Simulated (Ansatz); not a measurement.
## Cu under changes of volume

One of the cells (11.810 Å³/atom); the others are scaled copies at fixed shape and fractional positions:

```xyz
1
Lattice="0.0000 1.8075 1.8075 1.8075 0.0000 1.8075 1.8075 1.8075 0.0000" Properties=species:S:1:pos:R:3 pbc="T T T"
Cu    0.0000    0.0000    0.0000
```

* Program: Ansatz 0.2.0
* Functional: revPBE
* Dispersion: D4
* Potentials or basis: Ansatz PAW
* Cutoff: 420 eV (not typed: the program's choice for these potentials)
* k mesh: 13 × 13 × 13
* Occupations: fermi-dirac, width 0.05 eV
* Spin: no spin polarisation

| volume (Å³/atom) | energy over the lowest point (meV/atom) | pressure (GPa) |
| --- | --- | --- |
| 11.102 | 0.10 | 1.9 |
| 11.338 | 0.00 | -1.7 |
| 11.574 | ? | ? |
| 11.810 | 14.10 | -7.6 |
| 12.047 | 27.19 | -10.1 |
| 12.283 | 43.67 | -12.2 |
| 12.519 | 63.11 | -14.1 |

Q: What does the run at 11.574 Å³/atom give?

A: Energy over the lowest point 4.85 meV/atom; pressure -4.9 GPa.

Worked out: A Birch-Murnaghan fit of order 3 (a polynomial in V^(-2/3)) to the other rows has its minimum at 11.22 Å³/atom with B0 = V·E''(V) = 170 GPa and B' = 5.0. It gives 4.87 meV/atom at 11.574 Å³/atom, against the run's 4.85, and -dE/dV = -4.8 GPa, against -4.9.

Energies are extrapolated to zero smearing.

Caveats: pairwise dispersion overbinds metals, which lowers pressure and volume; the PAW data sets come from PBE, with cores solved anew for the run's functional, which leaves a small shift of forces and pressure.
